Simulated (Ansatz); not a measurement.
# Mo/GaN/TaN: conductance against the thickness of the layer, part 7 of 8

Aim: the conductance of Mo/GaN/TaN junctions as the barrier thickens. The lower electrode is Mo bcc(001), the upper one TaN rock salt(001); the barrier is GaN zinc blende(001) (Ga and Ga faces). In the first transport cell, after relaxation, the nearest pair of electrode and barrier is Mo–Ga at 2.81 Å, at a slant, at the lower face and Ta–Ga at 2.73 Å, at a slant, at the upper one. All share a net of side 3.217 Å, which strains the lower electrode by +2.1 %, the upper one by +2.9 % and the barrier by +0.0 %, against typed lattice constants near PBE's. The first steps treat the bulk electrodes alone.

Ansatz 0.2.0; PBE DFT, plane waves, PAW files (the session's first sound run).

So far, transmission at the Fermi level (a spin, zone mean): step 5 (transmission over a wide range of energy) 0.00105; step 6 (40 atoms, atomic planes in the barrier 5, gap between the …) 0.0345; step 7 (42 atoms, atomic planes in the barrier 7, gap between the …) 0.00556.

## Step 10: Conductance, atomic planes in the barrier 13, gap between the electrodes 18.02 Å

Level of this step: PBE DFT, plane waves, PAW files; ballistic transmission by layer matching between semi-infinite leads (Ansatz).

System of this step: Mo/GaN/TaN. The cell holds 48 atoms: 11 Mo, 7 Ga, 18 N and 12 Ta. Its edges and angles: a = 3.217 Å, b = 3.217 Å, c = 71.524 Å, α = 90.0°, β = 90.0°, γ = 90.0°. Regions: left electrode, 11 atoms (11 Mo); barrier, 13 atoms (7 Ga and 6 N); right electrode, 24 atoms (12 N and 12 Ta). Vacuum lies along c.

Barrier layers are added or taken out in the middle, and the relaxed faces stay.

input.yaml reads:

```yaml
crystal:
  lattice:
    - [3.217, 0.0, 0.0]
    - [0.0, 3.217, 0.0]
    - [0.0, 0.0, 71.5237501884]
  atoms:
    - { symbol: Mo, position: [0.03145481, 0.67857205, 0.0978695885] }
    - { symbol: Mo, position: [0.53145481, 0.17857205, 0.1197029213] }
    - { symbol: Mo, position: [0.03145481, 0.67857205, 0.141536254] }
    - { symbol: Mo, position: [0.53145481, 0.17857205, 0.1633695868] }
    - { symbol: Mo, position: [0.03145481, 0.67857205, 0.1852029196] }
    - { symbol: Mo, position: [0.53145481, 0.17857205, 0.2070362523] }
    - { symbol: Mo, position: [0.03145481, 0.67857205, 0.2288695851] }
    - { symbol: Mo, position: [0.53145481, 0.17857205, 0.2507029179] }
    - { symbol: Mo, position: [0.03145481, 0.67857205, 0.2725362506] }
    - { symbol: Mo, position: [0.53145481, 0.17857205, 0.2943695834] }
    - { symbol: Mo, position: [0.03154349, 0.67832589, 0.3135959673] }
    - { symbol: Ga, position: [0.53188234, 0.17795848, 0.3367700892] }
    - { symbol: "N", position: [0.03199695, 0.17731485, 0.3538395067] }
    - { symbol: Ga, position: [0.03226836, 0.67726766, 0.3696784157] }
    - { symbol: "N", position: [0.53236156, 0.67692438, 0.3856576284] }
    - { symbol: Ga, position: [0.53227641, 0.17684642, 0.4015088604] }
    - { symbol: "N", position: [0.03236156, 0.17692438, 0.4174504024] }
    - { symbol: Ga, position: [0.03227641, 0.67684642, 0.4333016344] }
    - { symbol: "N", position: [0.53236156, 0.67692438, 0.4492431763] }
    - { symbol: Ga, position: [0.53227641, 0.17684642, 0.4650944083] }
    - { symbol: "N", position: [0.03261228, 0.17650631, 0.4810359503] }
    - { symbol: Ga, position: [0.02906163, 0.67636645, 0.4968802022] }
    - { symbol: "N", position: [0.5341895, 0.67582422, 0.5129125255] }
    - { symbol: Ga, position: [0.46025855, 0.17505346, 0.529149077] }
    - { symbol: "N", position: [0.73891474, 0.68617268, 0.565228286] }
    - { symbol: Ta, position: [0.23660487, 0.18515706, 0.5659594281] }
    - { symbol: "N", position: [0.17818251, 0.23889152, 0.5963596889] }
    - { symbol: Ta, position: [0.67818251, 0.73889152, 0.5963596889] }
    - { symbol: "N", position: [0.67818251, 0.73889152, 0.6269367611] }
    - { symbol: Ta, position: [0.17818251, 0.23889152, 0.6269367611] }
    - { symbol: "N", position: [0.17818251, 0.23889152, 0.6575138334] }
    - { symbol: Ta, position: [0.67818251, 0.73889152, 0.6575138334] }
    - { symbol: "N", position: [0.67818251, 0.73889152, 0.6880909057] }
    - { symbol: Ta, position: [0.17818251, 0.23889152, 0.6880909057] }
    - { symbol: "N", position: [0.17818251, 0.23889152, 0.7186679779] }
    - { symbol: Ta, position: [0.67818251, 0.73889152, 0.7186679779] }
    - { symbol: "N", position: [0.67818251, 0.73889152, 0.7492450502] }
    - { symbol: Ta, position: [0.17818251, 0.23889152, 0.7492450502] }
    - { symbol: "N", position: [0.17818251, 0.23889152, 0.7798221224] }
    - { symbol: Ta, position: [0.67818251, 0.73889152, 0.7798221224] }
    - { symbol: "N", position: [0.67818251, 0.73889152, 0.8103991947] }
    - { symbol: Ta, position: [0.17818251, 0.23889152, 0.8103991947] }
    - { symbol: "N", position: [0.17818251, 0.23889152, 0.840976267] }
    - { symbol: Ta, position: [0.67818251, 0.73889152, 0.840976267] }
    - { symbol: "N", position: [0.67818251, 0.73889152, 0.8715533392] }
    - { symbol: Ta, position: [0.17818251, 0.23889152, 0.8715533392] }
    - { symbol: "N", position: [0.17818251, 0.23889152, 0.9021304115] }
    - { symbol: Ta, position: [0.67818251, 0.73889152, 0.9021304115] }
kpoints:
  mp_grid: { grid: [8, 8, 1] }
scf:
  occupations: { method: fermi_dirac, width: 0.1 }
  max_iter: 150
hamiltonian:
  xc: pbe
output:
  transmission:
    kmesh: [26, 26]
    e_range: [-0.26, 0.27]
    de: 0.0375
    leads: [[4, 5], [36, 38]]
```

Started as:

```sh
ansatz run input.yaml --threads 8 --pin off --max-ram 24576MiB --backend cpu --events-out ev --progress --plain --runs-dir out
```

Numbers of over 12 decimals in the logs are rounded to 6 here.

The program printed:

```text
[...]
Crystal: 48 atoms, lattice volume = 740.206 Å³
Basis set: ecut = 420 eV, 14447 PW (Γ)
Bands: 295, of which v1, the nominal top of the filled ones, is band 246 counted from 1 (245 counted from 0)
Symmetry: 1 space group operations
[...]
k-points: 34 of 64 (time reversal used)
[...]
channels       : 1.665680e0 a spin
[...]
slowest decay  : 0.0306 /Å at (-0.3846, 0.3846)
[...]
filled         : 4.3 meV under the level at which it is neutral
    channels       : 2.079882e0 a spin
[...]
slowest decay  : 0.0247 /Å at (0.3077, 0.1154)
  junction   : crystal 0 to crystal 1, 14.73 to 51.80 Å
    transmission   : 8.413876e-5 a spin
[...]
resistance     : 1.5616e1 Ω µm² beyond half of each lead's own
[key lines of the parts left out:]
SCF converged after 11 iterations
Free energy (F): -207115.365036 eV
Fermi energy:    13.896287 eV
```

The job ended after 16 min (8 threads of Arm Neoverse V1, shared host; peak memory 10 GiB; 1.7 h of CPU time).

One spin. The transmission, zone mean by energy, zero at the Fermi level:

```
energy (eV)  transmission, zone mean
     -0.260                   7.5e-5
     -0.223                   6.6e-5
     -0.185                   6.2e-5
     -0.147                   5.9e-5
     -0.110                   7.6e-5
     -0.072                   1.0e-4
     -0.035                   7.1e-5
      0.003                   8.4e-5
      0.040                   9.9e-5
      0.077                   1.1e-4
      0.115                   1.1e-4
      0.152                   1.1e-4
      0.190                   1.0e-4
      0.228                   9.4e-5
      0.265                   9.0e-5
```

G = 6.4e10 S/m² (1/G = 15.6 Ω µm²), 0.30 times the step before of this kind. The largest error estimate is 57 %, from the leads' potential steps. In the worse lead the potential repeats within 53 meV, which the program flags as too much for a lead, so G carries that doubt.

## Step 11: Conductance, 50 atoms

System of this step: Mo/GaN/TaN. The cell holds 50 atoms: 11 Mo, 8 Ga, 19 N and 12 Ta. Its edges and angles: a = 3.217 Å, b = 3.217 Å, c = 73.798 Å, α = 90.0°, β = 90.0°, γ = 90.0°. Regions: left electrode, 11 atoms (11 Mo); barrier, 15 atoms (8 Ga and 7 N); right electrode, 24 atoms (12 N and 12 Ta). Vacuum lies along c.

Barrier layers are added or taken out in the middle, and the relaxed faces stay.

input.yaml reads:

```yaml
crystal:
  lattice:
    - [3.217, 0.0, 0.0]
    - [0.0, 3.217, 0.0]
    - [0.0, 0.0, 73.79768861]
  atoms:
    - { symbol: Mo, position: [0.03145481, 0.67857205, 0.0948539193] }
    - { symbol: Mo, position: [0.53145481, 0.17857205, 0.1160144986] }
    - { symbol: Mo, position: [0.03145481, 0.67857205, 0.1371750778] }
    - { symbol: Mo, position: [0.53145481, 0.17857205, 0.1583356571] }
    - { symbol: Mo, position: [0.03145481, 0.67857205, 0.1794962363] }
    - { symbol: Mo, position: [0.53145481, 0.17857205, 0.2006568156] }
    - { symbol: Mo, position: [0.03145481, 0.67857205, 0.2218173948] }
    - { symbol: Mo, position: [0.53145481, 0.17857205, 0.2429779741] }
    - { symbol: Mo, position: [0.03145481, 0.67857205, 0.2641385533] }
    - { symbol: Mo, position: [0.53145481, 0.17857205, 0.2852991326] }
    - { symbol: Mo, position: [0.03154349, 0.67832589, 0.3039330913] }
    - { symbol: Ga, position: [0.53188234, 0.17795848, 0.3263931457] }
    - { symbol: "N", position: [0.03199695, 0.17731485, 0.3429366009] }
    - { symbol: Ga, position: [0.03226836, 0.67726766, 0.3582874633] }
    - { symbol: "N", position: [0.53236156, 0.67692438, 0.3737743064] }
    - { symbol: Ga, position: [0.53227641, 0.17684642, 0.3891371122] }
    - { symbol: "N", position: [0.03236156, 0.17692438, 0.4045874452] }
    - { symbol: Ga, position: [0.03227641, 0.67684642, 0.419950251] }
    - { symbol: "N", position: [0.53236156, 0.67692438, 0.435400584] }
    - { symbol: Ga, position: [0.53227641, 0.17684642, 0.4507633898] }
    - { symbol: "N", position: [0.03236156, 0.17692438, 0.4662137228] }
    - { symbol: Ga, position: [0.03227641, 0.67684642, 0.4815765286] }
    - { symbol: "N", position: [0.53261228, 0.67650631, 0.4970268616] }
    - { symbol: Ga, position: [0.52906163, 0.17636645, 0.5123829024] }
    - { symbol: "N", position: [0.0341895, 0.17582422, 0.5279212194] }
    - { symbol: Ga, position: [0.96025855, 0.67505346, 0.5436574718] }
    - { symbol: "N", position: [0.23891474, 0.18617268, 0.5786249671] }
    - { symbol: Ta, position: [0.73660487, 0.68515706, 0.5793335805] }
    - { symbol: "N", position: [0.67818251, 0.73889152, 0.6087971138] }
    - { symbol: Ta, position: [0.17818251, 0.23889152, 0.6087971138] }
    - { symbol: "N", position: [0.17818251, 0.23889152, 0.6384320105] }
    - { symbol: Ta, position: [0.67818251, 0.73889152, 0.6384320105] }
    - { symbol: "N", position: [0.67818251, 0.73889152, 0.6680669072] }
    - { symbol: Ta, position: [0.17818251, 0.23889152, 0.6680669072] }
    - { symbol: "N", position: [0.17818251, 0.23889152, 0.6977018039] }
    - { symbol: Ta, position: [0.67818251, 0.73889152, 0.6977018039] }
    - { symbol: "N", position: [0.67818251, 0.73889152, 0.7273367006] }
    - { symbol: Ta, position: [0.17818251, 0.23889152, 0.7273367006] }
    - { symbol: "N", position: [0.17818251, 0.23889152, 0.7569715973] }
    - { symbol: Ta, position: [0.67818251, 0.73889152, 0.7569715973] }
    - { symbol: "N", position: [0.67818251, 0.73889152, 0.7866064939] }
    - { symbol: Ta, position: [0.17818251, 0.23889152, 0.7866064939] }
    - { symbol: "N", position: [0.17818251, 0.23889152, 0.8162413906] }
    - { symbol: Ta, position: [0.67818251, 0.73889152, 0.8162413906] }
    - { symbol: "N", position: [0.67818251, 0.73889152, 0.8458762873] }
    - { symbol: Ta, position: [0.17818251, 0.23889152, 0.8458762873] }
    - { symbol: "N", position: [0.17818251, 0.23889152, 0.875511184] }
    - { symbol: Ta, position: [0.67818251, 0.73889152, 0.875511184] }
    - { symbol: "N", position: [0.67818251, 0.73889152, 0.9051460807] }
    - { symbol: Ta, position: [0.17818251, 0.23889152, 0.9051460807] }
kpoints:
  mp_grid: { grid: [8, 8, 1] }
scf:
  occupations: { method: fermi_dirac, width: 0.1 }
  max_iter: 150
hamiltonian:
  xc: pbe
output:
  transmission:
    kmesh: [26, 26]
    e_range: [-0.26, 0.27]
    de: 0.0375
    leads: [[4, 5], [38, 40]]
```

The program printed:

```text
Engine: ansatz 0.2.0, aarch64-unknown-linux-gnu
Pseudopotentials: kind: paw
Pseudopotential: Mo, paw, valence charge 14, recommended cutoff 420 eV (normal), Mo.paw.azcp
Pseudopotential: Ga, paw, valence charge 13, recommended cutoff 420 eV (normal), Ga.paw.azcp
Pseudopotential: N, paw, valence charge 5, recommended cutoff 420 eV (normal), N.paw.azcp
Pseudopotential: Ta, paw, valence charge 13, recommended cutoff 420 eV (normal), Ta.paw.azcp
Functional definition: PBE
  parameter kappa = 0.804
  parameter beta = 0.066725
  exchange = pbe_x(kappa = kappa, mu = beta*pi^2/3)
  correlation = pbe_c(beta = beta)
Crystal: 50 atoms, lattice volume = 763.739 Å³
Basis set: ecut = 420 eV, 14951 PW (Γ)
Bands: 306, of which v1, the nominal top of the filled ones, is band 255 counted from 1 (254 counted from 0)
Symmetry: 1 space group operations
Space group: P1 (ITA 1), of the structure as read, at distance tolerance 9.1e-5 Å
k-points: 34 of 64 (time reversal used)
Non-local potential: Mo, projectors of the file, l = 0: 3, l = 1: 2, l = 2: 2, l = 3: 1
Non-local potential: Ga, projectors of the file, l = 0: 2, l = 1: 2, l = 2: 3, l = 3: 1
Non-local potential: N, projectors of the file, l = 0: 2, l = 1: 2, l = 2: 1
Non-local potential: Ta, projectors of the file, l = 0: 3, l = 1: 2, l = 2: 2, l = 3: 1
PAW form: soft (Blöchl's): semilocal exchange-correlation on the pseudo side does not see the compensation charge
PAW one-centre angular grid: Mo, 590 points (default); XC on 64 Gauss nodes
PAW one-centre angular grid: Ga, 590 points (default); XC on 64 Gauss nodes
PAW one-centre angular grid: N, 110 points (default); XC on 64 Gauss nodes
PAW one-centre angular grid: Ta, 590 points (default); XC on 64 Gauss nodes
Initial density: superposition of atomic densities (neutral atoms: chi_scale 0, normalization atom), corrected by the library's trained network
Initial wavefunctions: pseudopotential atomic-orbital guess
Functional: x = pbe(κ = 0.804, μ = 0.219515), c = pbe(β = 0.066725)
SCF iter   1: F=—  HF=-211283.466216 eV  |F-HF|=—  |Δ(HF+E_count)|=         —  Δρ=7.61e-3  dr2=6.84e1  ethr=1.77e-3  ⟨swp⟩=7.9  Hψ=46879  notcnv=0
preconditioner: auto → LDOS  [metal: Δε(μ)=0.006 eV  Ē_g=9.838 eV  σ=0.100 eV  W_gap=0.02  n_scr=214 (ndim 8)  ℏωp=24.2 eV  f_vac=0.148  D(μ)=21.98/eV (n_scr^D=160)  β→1.0]
SCF iter   2: F=—  HF=-211283.290793 eV  |F-HF|=—  |Δ(HF+E_count)|=   1.75e-1  Δρ=3.05e-3  dr2=1.17e0  ethr=1.77e-3  ⟨swp⟩=1.2  Hψ=11979  notcnv=0  defer=1
SCF iter   3: F=—  HF=-211283.289372 eV  |F-HF|=—  |Δ(HF+E_count)|=   1.42e-3  Δρ=2.19e-3  dr2=1.49e-1  ethr=2.30e-4  ⟨swp⟩=2.1  Hψ=15800  notcnv=0  defer=4
SCF iter   4: F=—  HF=-211283.276160 eV  |F-HF|=—  |Δ(HF+E_count)|=   1.32e-2  Δρ=6.98e-4  dr2=3.50e-2  ethr=2.92e-5  ⟨swp⟩=2.4  Hψ=17872  notcnv=0  defer=1
SCF iter   5: F=—  HF=-211283.273289 eV  |F-HF|=—  |Δ(HF+E_count)|=   2.87e-3  Δρ=2.61e-4  dr2=8.56e-3  ethr=6.88e-6  ⟨swp⟩=2.3  Hψ=14141  notcnv=0  defer=1
SCF iter   6: F=—  HF=-211283.273241 eV  |F-HF|=—  |Δ(HF+E_count)|=   4.77e-5  Δρ=1.13e-4  dr2=2.18e-3  ethr=1.68e-6  ⟨swp⟩=2.0  Hψ=13377  notcnv=0  defer=1
SCF iter   7: F=—  HF=-211283.273241 eV  |F-HF|=—  |Δ(HF+E_count)|=   1.46e-7  Δρ=4.87e-5  dr2=4.14e-4  ethr=4.27e-7  ⟨swp⟩=2.0  Hψ=13068  notcnv=0  defer=1
SCF iter   8: F=—  HF=-211283.273238 eV  |F-HF|=—  |Δ(HF+E_count)|=   3.40e-6  Δρ=1.76e-5  dr2=3.19e-5  ethr=8.13e-8  ⟨swp⟩=2.0  Hψ=13147  notcnv=0  defer=1
SCF iter   9: F=—  HF=-211283.273233 eV  |F-HF|=—  |Δ(HF+E_count)|=   4.30e-6  Δρ=1.02e-5  dr2=4.66e-6  ethr=6.27e-9  ⟨swp⟩=2.5  Hψ=14721  notcnv=0  defer=1
SCF iter  10: F=—  HF=-211283.273233 eV  |F-HF|=—  |Δ(HF+E_count)|=   9.37e-9  Δρ=5.48e-6  dr2=1.94e-6  ethr=9.16e-10  ⟨swp⟩=2.8  Hψ=14806  notcnv=0  defer=1
SCF iter  11: F=—  HF=-211283.273234 eV  |F-HF|=—  |Δ(HF+E_count)|=   1.01e-7  Δρ=2.39e-6  dr2=4.11e-7  ethr=3.81e-10  ⟨swp⟩=2.1  Hψ=12638  notcnv=0  defer=1
SCF iter  12: F=-211283.273234 eV  HF=-211283.273234 eV  |F-HF|=4.95e-8  |Δ(HF+E_count)|=   1.11e-8  Δρ=1.54e-6  dr2=6.92e-8  ethr=1.96e-11  ⟨swp⟩=7.6  Hψ=28003  notcnv=0
SCF 1 converged in 12 iterations: F = -211283.273234 eV  dr2 = 6.92e-8
[...]
transmission: 2414 of 24140 steps passed
transmission: 4828 of 24140 steps passed
[...]
transmission: 19312 of 24140 steps passed
WARN: the run was ended behind the SCF: a stop after 20945 completed steps of the transmission. The result of record stands; what else was asked for is given out only as far as it was finished by then, or is formed of that. The run will not end as completed
SCF converged after 12 iterations
Free energy (F): -211283.273234 eV
Harris-Foulkes:  -211283.273234 eV  (|F-HF|=4.95e-8)
Internal energy: -211282.524921 eV  (E = F + TS)
E sigma→0 (E₀):  -211282.899077 eV
Entropy (-TS):   -0.748313 eV (-14.966 meV/atom)
Fermi energy:    13.792206 eV
--- Per-component energies (eV) ---
  E_band       = -3541.682041
  E_kinetic    = 12621.361118
  E_local      = -672375.706636  (includes V_loc(G=0)·N_el)
  E_nonlocal   = 6022.200771
  E_hartree    = 331844.672142
  E_xc         = -6321.223877
  E_vxc        = -6868.089284  (∫ρ·V_xc dr)
  E_paw        = -154323.263550  (= ΣΔE_a)
  E_vpaw       = -6630.777562  (= ΣTr[D̂ρ^β])
  E_aug_tail   = 0.003327  (compensation charges beyond the density's cutoff)
  E_ewald      = 271249.431783
  E_smearing   = -0.748313  (= −TS)
  E_closure    = -0.000000  (closes the sum)
  Σ components = -211283.273234   (vs F -211283.273234, Δ=0.00e0)
--- Band table (eV; the first three rows and the last of 34) ---
  k-point 0: bands = [... 251 lower, 12.7512, 12.7537, 12.8632, 13.0079, 13.0091, 13.0298, 13.1071, 13.1554, ... 47 higher]
  k-point 1: bands = [... 251 lower, 12.6847, 12.9281, 12.9800, 12.9991, 13.0583, 13.1935, 13.2277, 13.3020, ... 47 higher]
  k-point 2: bands = [... 251 lower, 13.1031, 13.1273, 13.2873, 13.3116, 13.3669, 13.4819, 13.5710, 13.6763, ... 47 higher]
  k-point 33: bands = [... 251 lower, 14.0164, 14.2622, 14.3269, 14.6503, 14.6648, 14.7560, 15.0907, 15.1356, ... 47 higher]
Error: SIGTERM received: cancelled by the caller after 20945 completed steps of the transmission, in an analysis behind the self-consistent cycle: that cycle's result was reported, and what else the deck asks for behind it is given out only as far as it was finished by then, or is formed of that: a resume of the run directory makes the rest
```

The job ended after 17 min (8 threads; peak memory 11 GiB).

The run was cut off at the time limit after its SCF cycle had converged; no result of it is taken.

The program's message: “Error: SIGTERM received: cancelled by the caller after 20945 completed steps of the transmission, in an analysis behind the self-consistent cycle: that cycle's result was reported, and what else the d …”

[end of part 7 of 8]

[Logs are printed without paths, hosts, clocks, repeated set-up lines and the standing remarks that a program may print on its own settings, such as how far it seeks lower states.]

[Hosts, paths, dates, database ids (printed as entryN), source tags and the programs' standing remarks are cut or masked in the printed files.]
